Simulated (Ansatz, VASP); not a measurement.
**WC: VASP beside Ansatz**

The input INCAR:

```
  PREC = Accurate
  ENCUT = 520
  EDIFF = 1E-6
  ISMEAR = 0
  SIGMA = 0.1
  LREAL = Auto
  LASPH = T
  NELM = 100
  ALGO = Fast
  ISIF = 2
  LWAVE = F
  LCHARG = F
  GGA = PS
  NBANDS = 96
  ISYM = 0
```

The input KPOINTS:

```
regular mesh
0
Gamma
  3 3 3
```

The input POSCAR:

```
WC
1.0
    4.3507521540      2.5119079273     -2.8290000000
    0.0000000000     -5.0238158546     -2.8290000000
   -4.3507521540      2.5119079273     -2.8290000000
W C
9 9
Direct
    0.3333333333      0.6666666667      0.0000000000
    0.3333333333      0.3333333333      0.3333333333
    0.6666666667      0.6666666667      0.6666666667
    0.0000000000      0.6666666667      0.3333333333
    0.6666666667      0.3333333333      0.0000000000
    0.3333333333      0.0000000000      0.6666666667
    0.6666666667      0.0000000000      0.3333333333
    0.0000000000      0.3333333333      0.6666666667
    0.0000000000      0.0000000000      0.0000000000
    0.0555555556      0.3888888889      0.0555555556
    0.0555555556      0.0555555556      0.3888888889
    0.3888888889      0.3888888889      0.7222222222
    0.7222222222      0.3888888889      0.3888888889
    0.3888888889      0.0555555556      0.0555555556
    0.0555555556      0.7222222222      0.7222222222
    0.3888888889      0.7222222222      0.3888888889
    0.7222222222      0.0555555556      0.7222222222
    0.7222222222      0.7222222222      0.0555555556
```

Input for Ansatz:

```yaml
crystal:
  lattice:
    - [4.350752154, 2.5119079273, -2.829]
    - [0.0, -5.0238158546, -2.829]
    - [-4.350752154, 2.5119079273, -2.829]
  atoms:
    - { symbol: W, position: [0.3333333333, 0.6666666667, 0.0] }
    - { symbol: W, position: [0.3333333333, 0.3333333333, 0.3333333333] }
    - { symbol: W, position: [0.6666666667, 0.6666666667, 0.6666666667] }
    - { symbol: W, position: [0.0, 0.6666666667, 0.3333333333] }
    - { symbol: W, position: [0.6666666667, 0.3333333333, 0.0] }
    - { symbol: W, position: [0.3333333333, 0.0, 0.6666666667] }
    - { symbol: W, position: [0.6666666667, 0.0, 0.3333333333] }
    - { symbol: W, position: [0.0, 0.3333333333, 0.6666666667] }
    - { symbol: W, position: [0.0, 0.0, 0.0] }
    - { symbol: C, position: [0.0555555556, 0.3888888889, 0.0555555556] }
    - { symbol: C, position: [0.0555555556, 0.0555555556, 0.3888888889] }
    - { symbol: C, position: [0.3888888889, 0.3888888889, 0.7222222222] }
    - { symbol: C, position: [0.7222222222, 0.3888888889, 0.3888888889] }
    - { symbol: C, position: [0.3888888889, 0.0555555556, 0.0555555556] }
    - { symbol: C, position: [0.0555555556, 0.7222222222, 0.7222222222] }
    - { symbol: C, position: [0.3888888889, 0.7222222222, 0.3888888889] }
    - { symbol: C, position: [0.7222222222, 0.0555555556, 0.7222222222] }
    - { symbol: C, position: [0.7222222222, 0.7222222222, 0.0555555556] }
  symmetry: { detect: false }
basis:
  ecutwfc: 420
kpoints:
  mp_grid: { grid: [3, 3, 3], shift: [0.0, 0.0, 0.0] }
hamiltonian:
  xc: pbesol
scf:
  occupations: { method: gaussian, width: 0.1 }
output:
  forces: true
  stress: true
  eigenvalues: true
```

Alike in both runs: task single point; functional PBEsol; k mesh 3 × 3 × 3; occupations gaussian, width 0.1 eV; no spin polarisation.

```csv
,VASP,Ansatz
version,VASP 6.6.1,Ansatz 0.2.0
potentials or method,"VASP PAW PBE potentials, release 64 (W_sv, C)","scalar-relativistic, plane waves, PAW"
plane-wave cutoff (eV),520,420
valence electrons in the cell,162,162
```

|  | VASP | Ansatz | Ansatz less VASP |
| --- | --- | --- | --- |
| gap on the k mesh at the Fermi level (eV) | none | none | - |
| pressure (GPa) | 0.2 | -1.0 | -1.24 |
| largest component of the traceless stress (GPa) | 0.84 | 1.09 | +0.240 |

A gap of «none» marks a metal or a gap that the smearing closes.

Caveats: the k mesh is coarse (spacing up to 0.37 Å⁻¹), so the values aren't converged; the PAW data sets were made with another functional, which shifts forces and pressure a little (VASP). Spin-orbit coupling is left out, which matters for the levels of W.
